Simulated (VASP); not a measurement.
# C (Fd-3m) in VASP: a series of runs, part 3 of 3

VASP 6.6.1.

**6. G0W0 quasiparticle levels, PBE**

POSCAR

```
C
1.0
    0.0000000000      1.7833700000      1.7833700000
    1.7833700000      0.0000000000      1.7833700000
    1.7833700000      1.7833700000      0.0000000000
C
2
Direct
    0.7500000000      0.7500000000      0.7500000000
    0.5000000000      0.5000000000      0.5000000000
```

INCAR.step1

```
PREC = Accurate ; ENCUT = 450
EDIFF = 1E-8 ; ISMEAR = 0
SIGMA = 0.01 ; LREAL = F
LASPH = T ; NELM = 60
ALGO = Fast ; LWAVE = T
LCHARG = F ; GGA = PE
```

INCAR.step2

```
PREC = Accurate ; ENCUT = 450
EDIFF = 1E-8 ; ISMEAR = 0
SIGMA = 0.01 ; LREAL = F
LASPH = T ; NELM = 1
ALGO = Exact ; LWAVE = T
LCHARG = F ; GGA = PE
NBANDS = 72 ; LOPTICS = T
ISTART = 1
```

INCAR.step3

```
PREC = Accurate ; ENCUT = 450
EDIFF = 1E-8 ; ISMEAR = 0
SIGMA = 0.01 ; LREAL = F
LASPH = T ; ALGO = EVGW0
LWAVE = F ; LCHARG = F
GGA = PE ; NELMGW = 1
NBANDS = 72 ; ENCUTGW = 260
NOMEGA = 48 ; PRECFOCK = Fast
ISTART = 1 ; NBANDSGW = 12
```

KPOINTS

```
regular mesh
0
Gamma
  4 4 4
```

Potentials or basis: VASP PAW PBE potentials, release 64 (C_GW).

Command:

```
$ cat potpaw_PBE.64/C_GW/POTCAR > POTCAR
$ cp INCAR.step1 INCAR
$ mpirun -np 1 vasp_std > vasp.out
$ cp INCAR.step2 INCAR
$ mpirun -np 1 vasp_std > vasp.out
$ cp INCAR.step3 INCAR
$ mpirun -np 1 vasp_std > vasp.out
```

OUTCAR:

```text
PREC = Accurate
   ENCUT = 450
   EDIFF = 1E-8
   ISMEAR = 0
   LREAL = F
   LASPH = T
   GGA = PE
   NELMGW = 1
   ENCUTGW = 260
   PRECFOCK = Fast
   ISTART = 1

 Found      8 irreducible k-points:

 Following reciprocal coordinates:
            Coordinates               Weight
  0.000000  0.000000  0.000000      1.000000
  0.250000  0.000000  0.000000      8.000000
  0.500000  0.000000  0.000000      4.000000
  0.250000  0.250000  0.000000      6.000000
  0.500000  0.250000  0.000000     24.000000
 -0.250000  0.250000  0.000000     12.000000
   k-points           NKPTS =      8   k-points in BZ     NKDIM =     64   number of bands    NBANDS=     72
   number of dos      NEDOS =    301   number of ions     NIONS =      2
   total plane-waves  NPLWV =   5832
   dimension x,y,z NGX =    18 NGY =   18 NGZ =   18
   dimension x,y,z NGXF=    36 NGYF=   36 NGZF=   36
   ions per type =               2
   NGX,Y,Z   is equivalent  to a cutoff of  11.86, 11.86, 11.86 a.u.
[... 56 lines left out ...]
   NKREDLFX            =     1    NKREDLFY  =   1   NKREDLFZ  =   1
 non-spin polarized calculation
 Gauss-broadening in eV      SIGMA  =   0.01
  energy-cutoff  :      450.00
  volume of cell :       11.34
 maximum number of plane-waves:       259
 NGX is ok and might be reduce to    18
  NGX = 12; NGY = 12; NGZ = 12
   NGX =  9   NGY =  9   NGZ =  9
 maximum number of plane-waves:       113

 QP shifts <psi_nk| G(iteration)W_0 |psi_nk>: iteration 1
 for sc-GW calculations column KS-energies equals QP-energies in previous step
 and V_xc(KS)=  KS-energies - (<T + V_ion + V_H > + <T+V_H+V_ion>^1  + <V_x>^1)

 k-point   1 :       0.0000    0.0000    0.0000
  band No.  KS-energies  QP-energies   sigma(KS)   V_xc(KS)     V^pw_x(r,r')   Z            occupation Imag(sigma)

      1     -11.6919     -13.4347     -17.0494     -14.7698     -25.4032       0.7645       2.0000       1.4582
      2       9.7941       9.0405     -17.7182     -16.8022     -19.5075       0.8227       2.0000       0.0832
      3       9.7941       9.0405     -17.7182     -16.8022     -19.5075       0.8227       2.0000       0.0832
      4       9.7941       9.0405     -17.7182     -16.8022     -19.5075       0.8227       2.0000       0.0832
      5      15.3789      16.3867     -14.2829     -15.5177      -9.0997       0.8162       0.0000      -0.1132
      6      15.3789      16.3867     -14.2829     -15.5177      -9.0997       0.8162       0.0000      -0.1132
      7      15.3789      16.3867     -14.2829     -15.5177      -9.0997       0.8162       0.0000      -0.1132
      8      23.1136      23.9493     -15.2937     -16.3805      -7.6907       0.7689       0.0000      -0.2774
      9      29.0789      29.3057     -11.5562     -11.8382      -4.2885       0.8042       0.0000      -0.4125
     10      36.3096      37.1920     -12.8011     -13.8757      -5.8641       0.8212       0.0000      -0.5858
     11      36.3096      37.1920     -12.8011     -13.8757      -5.8641       0.8212       0.0000      -0.5858
     12      37.3104      37.6773     -11.0497     -11.4877      -3.2357       0.8377       0.0000      -1.0806
[... 68 lines left out ...]
      1      -7.2246      -8.8066     -17.2557     -15.1648     -24.3439       0.7566       2.0000       0.8710
      2       1.0894      -0.2445     -17.5298     -15.8218     -21.8755       0.7810       2.0000       0.2269
      3       2.1808       0.9884     -16.7082     -15.2063     -20.3341       0.7939       2.0000       0.1733
      4       6.7828       5.8429     -17.4707     -16.3133     -20.0320       0.8121       2.0000       0.1073
      5      17.7151      18.5390     -13.5877     -14.5991      -7.8480       0.8147       0.0000      -0.1377
      6      19.7984      21.0349     -14.3494     -15.9014      -7.9080       0.7967       0.0000      -0.1749
      7      22.1491      23.2211     -14.5406     -15.8908      -7.8388       0.7939       0.0000      -0.2087
      8      23.7027      24.7185     -14.3105     -15.6209      -6.7991       0.7752       0.0000      -0.2827
      9      29.4410      30.2389     -12.6997     -13.7089      -5.0207       0.7906       0.0000      -0.4524
     10      30.5316      31.1590     -11.9188     -12.6770      -5.4141       0.8275       0.0000      -0.3924
     11      34.5429      35.4984     -13.4929     -14.7207      -4.6234       0.7782       0.0000      -0.8644
     12      43.0647      43.5154     -11.3274     -11.8787      -3.2525       0.8175       0.0000      -1.2170

 [... further k-points ...]
```

Run time: 16 s. Hardware: 1 thread of Intel Xeon Platinum 8259CL at 2.50GHz (Skylake/Cascade Lake), shared host; peak memory 0.16 GiB.

These settings aren't checked as converged: the numbers below hold their error.

Results:

| Item | Value |
| --- | --- |
| Band gap on the k mesh, mean-field level | 4.43 eV, indirect (least direct gap 5.58 eV) |
| Quasiparticle gap | 5.88 eV |
| Least direct quasiparticle gap | 7.35 eV |

Caveat: the k mesh is coarse (spacing up to 0.76 Å⁻¹), so the values aren't converged; the cutoff is under 1.25 times the usual one of these potentials, so pressure, stress and relaxed cells hold a basis-set (Pulay) error; bands, screening cutoff and mesh are small and nothing is extrapolated, so the quasiparticle values aren't converged.

**7. For comparison**

An earlier run on the cell as given: functional PBE; potentials or basis VASP PAW PBE potentials, release 64 (C); cutoff 520 eV; k mesh 13 × 13 × 13; occupations fermi-dirac, width 0.05 eV; no spin polarisation.

* Pressure: 2.5 GPa
* Band gap on the k mesh: 4.14 eV, indirect (least direct gap 5.59 eV)

**8. Summary**

| task | level | k mesh | smearing | grid for exact exchange (PRECFOCK) | exchange at q = 0 | other keys | mesh quality | gap on the mesh (eV) | pressure (GPa) |
| --- | --- | --- | --- | --- | --- | --- | --- | --- | --- |
| band structure | LAK | 13 × 13 × 13 | fermi-dirac 0.05 eV | - | - | - | not flagged | 4.75 | 4.3 |
| band structure | HSEsol | 7 × 7 × 7 | fermi-dirac 0.05 eV | Normal | - | - | coarse | 5.35 | -11.5 |
| optical spectrum | HSE03+TS | 7 × 7 × 7 | tetrahedron | Fast | - | PREC = Normal | coarse | 5.17 | -13.8 |
| electric field gradients | PBE0+D3(BJ) | 7 × 7 × 7 | gaussian 0.05 eV | Normal | default | - | coarse | 6.18 | -12.7 |
| single point | PBE | 13 × 13 × 13 | fermi-dirac 0.05 eV | - | - | - | not flagged | 4.14 | 2.5 |

Alike in all rows: potentials or basis VASP PAW PBE potentials, release 64 (C); no spin polarisation; cell as given; cutoff (eV) 520.

Caveats: some runs use coarse meshes; the PAW data sets were made with another functional, which shifts forces and pressure a little (some runs); an odd mesh through Γ misses points on the zone boundary, where band edges often lie (some runs); the mesh misses the band edges, which the band path finds closer together (some runs); spectra need much finer meshes, so this one isn't converged (some runs); independent-particle spectra lack excitons (some runs).

Total energies depend on the potentials used, so only differences within one code and one set of settings carry meaning.
